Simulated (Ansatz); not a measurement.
## BN (P6_3/mmc), random displacements

These are results of DFT PBE, scalar-relativistic, plane waves, PAW (Ansatz), not measurements. Cutoff 420 eV, Γ-centred 12×12×4 k-points, Gaussian smearing of 0.05 eV. No spin polarisation. Energies are free energies at this smearing, counted from the undisturbed cell; pressure is positive in compression.

Zero of the scan (as given, not relaxed at this level):

```
B N
1.0
     2.50399    0.00000    0.00000
    -1.25200    2.16852    0.00000
     0.00000    0.00000    6.66120
B N
2 2
Direct
  0.33333 0.66667 0.25000
  0.66667 0.33333 0.75000
  0.33333 0.66667 0.75000
  0.66667 0.33333 0.25000
```

The cell holds layers and no dispersion correction was added, so their binding is poorly described.

The atoms are displaced (Å, in the unstrained cell):

| atom | ux | uy | uz |
| --- | --- | --- | --- |
| B1 | 0.289 | -0.103 | 0.158 |
| B2 | 0.147 | 0.343 | -0.204 |
| N3 | -0.224 | 0.013 | 0.004 |
| N4 | -0.212 | -0.253 | 0.042 |

Strain (Voigt, engineering shear): (-0.0321, 0.0390, -0.0354, -0.2040, -0.0195, -0.0046).

Task: What are the energy change, the stress and the forces?

Result: ΔE = 3629.0 meV/atom; stress (xx, yy, zz, yz, xz, xy; compression positive) (267.92, 87.32, 8.19, 20.58, 40.04, 77.03) GPa; gap on the mesh 1.60 eV.
| atom | Fx (eV/Å) | Fy | Fz |
| --- | --- | --- | --- |
| B1 | -12.11 | 10.81 | -1.13 |
| B2 | -61.55 | -25.57 | -6.56 |
| N3 | 61.57 | 25.59 | 6.71 |
| N4 | 12.09 | -10.83 | 0.99 |

Cost: 1 run of about 0.14 core-minutes, on AMD EPYC 7R43 (Zen 3) (shared hosts).